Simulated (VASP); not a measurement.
Write the native input for VASP 6.6.1 that does the following.

| Quantity | Value |
| --- | --- |
| Task | relaxation of shape and atoms at fixed volume |
| Functional | LDA |
| Potentials or basis | VASP PAW LDA potentials, release 64 (W_sv, Se) |
| Cutoff | 600 eV |
| k mesh | 9 × 9 × 2 |
| Occupations | gaussian, width 0.03 eV |
| Spin | no spin polarisation |
| Further INCAR settings | ALGO = Normal; EDIFF = 1e-07; IBRION = 2; EDIFFG = -0.01; NSW = 40; ISIF = 4 |

The structure of WSe2 lies in POSCAR:

```
WSe2                                    
1.0
    3.2111115356     -0.0000000000      0.0000000000
   -1.6055557678      2.7809041642     -0.0000000000
    0.0000000000      0.0000000000     12.6490165112
  W               Se            
     2     4
Direct
     0.3333333332999970    0.6666666667000030    0.2500000000000000
     0.6666666667000030    0.3333333332999970    0.7500000000000000
     0.3333333332999970    0.6666666667000030    0.6197343881858570
     0.6666666667000030    0.3333333332999970    0.1197343881858571
     0.3333333332999970    0.6666666667000030    0.8802656118141430
     0.6666666667000030    0.3333333332999970    0.3802656118141429
```

The cell isn't the ideal one: a relaxed cell with its volume scaled by 0.96.

These files were run (other wordings do the same):

INCAR

```
SYSTEM = WSe2
PREC     = Accurate       ! precision mode
ENCUT    = 600            ! plane-wave cutoff, eV
EDIFF    = 1E-7           ! SCF threshold, eV
ISMEAR   = 0              ! smearing method
SIGMA    = 0.03           ! smearing width, eV
LREAL    = .False.        ! projectors in reciprocal space
LASPH    = .True.         ! aspherical terms in the spheres
NELM     = 80             ! most SCF steps
ALGO     = Normal         ! electronic algorithm
ISIF     = 4              ! what is computed and relaxed
LWAVE    = .False.        ! write WAVECAR
LCHARG   = .False.        ! write CHGCAR
IBRION   = 2              ! ionic algorithm
NSW      = 40             ! ionic steps
EDIFFG   = -0.01          ! ionic threshold
KPAR     = 2
```

KPOINTS

```
Automatic mesh
0
Gamma
  9 9 2
  0 0 0
```

Potentials or basis: VASP PAW LDA potentials, release 64 (W_sv, Se).

Run with:

```console
$ cat potpaw_LDA.64/W_sv/POTCAR potpaw_LDA.64/Se/POTCAR > POTCAR
$ mpirun -np 2 vasp_std > vasp.out
```

Results of the run:

```
Energy gained by relaxing    : 11.0 meV/atom
Ionic steps                  : 7
Pressure after relaxing      : 2.2 GPa
Largest force after relaxing : 0.007 eV/Å
Band gap on the k mesh       : 0.84 eV, indirect (least direct gap 1.66 eV)
```

Caveat: spin-orbit coupling is left out, which moves the levels of the heavy elements; an odd mesh through Γ misses points on the zone boundary, where band edges often lie.

It took 2.7 min on 2 MPI ranks on Intel(R) Xeon(R) Platinum 8488C (Sapphire Rapids) (shared host), peak memory 0.27 GiB a rank.
